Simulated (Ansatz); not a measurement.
**Ag: a hydrostatic pressure series**

The task here is to estimate one member of a computed series from the others.

This is Ag in the hcp structure; at room conditions it is fcc.

Method: DFT PBEsol, scalar-relativistic, plane waves, PAW, in Ansatz 0.2.0.

1 further run of the same task is left out (set aside as unsound or not needed).

**Starting point**

The structure is hexagonal, space group P6_3/mmc (No. 194). The conventional cell has a = 2.867 Å, b = 2.867 Å, c = 4.691 Å, α = 90.00°, β = 90.00°, γ = 120.00°. Ag (site symmetry -6m2) has 12 Ag at 2.87 Å as nearest neighbours.

As a file:

```cif
data_structure
_symmetry_space_group_name_H-M 'P 1'
_symmetry_Int_Tables_number 1
_cell_length_a 2.8670
_cell_length_b 2.8670
_cell_length_c 4.6908
_cell_angle_alpha 90.000
_cell_angle_beta 90.000
_cell_angle_gamma 120.000
_cell_volume 33.39
loop_
_atom_site_label
_atom_site_type_symbol
_atom_site_fract_x
_atom_site_fract_y
_atom_site_fract_z
_atom_site_occupancy
Ag1 Ag 0.33333 0.66667 0.25000 1
Ag2 Ag 0.66667 0.33333 0.75000 1
```

It goes back to an entry of the Materials Project, which need not be the stable form.

It is the result of an earlier relaxation at this level (volume 16.70 Å³/atom; gap on the mesh: none (metal)).

Set-up of the first run:

input.yaml reads:

```yaml
crystal:
  lattice:
    - [2.8765268331, 0.0, 0.0]
    - [-1.4382634165, 2.4911453121, 0.0]
    - [0.0, 0.0, 4.7064339905]
  atoms:
    - { symbol: Ag, position: [0.3333333333, 0.6666666667, 0.25] }
    - { symbol: Ag, position: [0.6666666667, 0.3333333333, 0.75] }
basis:
  ecutwfc: 420
kpoints:
  mp_grid: { grid: [18, 18, 10] }
hamiltonian:
  xc: pbesol
scf:
  occupations: { method: gaussian, width: 0.1 }
output:
  forces: true
  stress: true
  eigenvalues: true
  write_density: true
  write_potential: true
  elf: true
  volumetric_format: npy
relax:
  adjacent_minimum: "off"
  f_tol: 0.008
  max_steps: 50
  cell: { stress_tol: 0.08, p_target: -1.0 }
```

Started as:

```console
$ ansatz run input.yaml --threads 1 --pin off --max-ram 2560MiB --backend cpu --events-out ev --progress --plain --runs-dir out
```

Steps of the session up to this table: -1 GPa; Relaxing at 1 GPa; Target pressure 4 GPa; Relaxing at 12 GPa; Target pressure 25 GPa; 50 GPa; 90 GPa.

One table of the session follows, with a row left open; its other results are not shown here.

Lengths are those of the vectors of the cell that was run:

```
P (GPa)  V (Å³/atom)  a (Å)  b (Å)  c (Å)  ΔH (eV/atom)
     -1        16.84  2.875  2.875  4.705        -0.105
      0        16.70  2.867  2.867  4.691         0.000
      1        16.56  2.859  2.859  4.678         0.104
      4        16.19  2.838  2.838  4.642         0.410
     12        15.39  2.791  2.791  4.564         1.198
     25            ?      ?      ?      ?             ?
     50        13.32  2.660  2.660  4.349         4.570
     90        12.17  2.580  2.580  4.222         7.741
```

Estimate the missing values for P (GPa) = 25.

Worked estimate for «V (Å³/atom)». A straight line through the neighbours (12, 15.39) and (50, 13.32) gives 15.39 + (13.32 − 15.39) × (25 − 12) / (50 − 12) = 14.68; a parabola fitted to 4 rows on both sides gives 14.61.

**Answer.** V (Å³/atom): 14.48; a (Å): 2.735; b (Å): 2.735; c (Å): 4.471; ΔH (eV/atom): 2.407. In «V (Å³/atom)» the line misses by +0.20 and the parabola by +0.13.

ΔH is E + PV over the energy at zero pressure; a, b and c are the vectors of the computed cell. 
